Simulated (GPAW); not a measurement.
Crystal: FeO (Wuestite).

```
Fe O
1.0
     0.00000    2.15540    2.15540
     2.15540    0.00000    2.15540
     2.15540    2.15540    0.00000
Fe O
1 1
Direct
  0.00000 0.00000 0.00000
  0.50000 0.50000 0.50000
```

Base run:

```yaml
Program: GPAW 26.7.0
Functional: PBE
Potentials_or_basis: PAW data sets generated in the run's folder for this functional
Cutoff: 650 eV
Basis: pw
k_mesh: 9 × 9 × 9
Occupations: fermi-dirac, width 0.05 eV
Spin: collinear spin, ferromagnetic start
Starting_moments: "[4.0, 0.0] μB"
Hubbard_terms: Fe d U = 1 eV
```

Its results: band gap on the k mesh none (metal or under the smearing width); pressure -1.0 GPa; net moment 4.00 μB per cell; site moments Fe +3.59; O +0.22 μB.

Question: The run is repeated on the same cell with these changes: potentials or basis from PAW data sets generated in the run's folder for this functional to GPAW PAW data sets (gpaw-data 1.2.1); cutoff from 650 eV to 600 eV; hubbard terms from Fe d U = 1 eV to Fe d U = 3 eV. What comes out?

Answer: Band gap on the k mesh none (metal or under the smearing width); pressure -2.6 GPa; net moment 4.00 μB per cell; site moments Fe +3.68; O +0.19 μB.

Caveats: the cutoff is short for stress and forces, so pressures can be off by a GPa or more; a cell with one magnetic atom can't hold antiferromagnetic order, which such compounds often take.
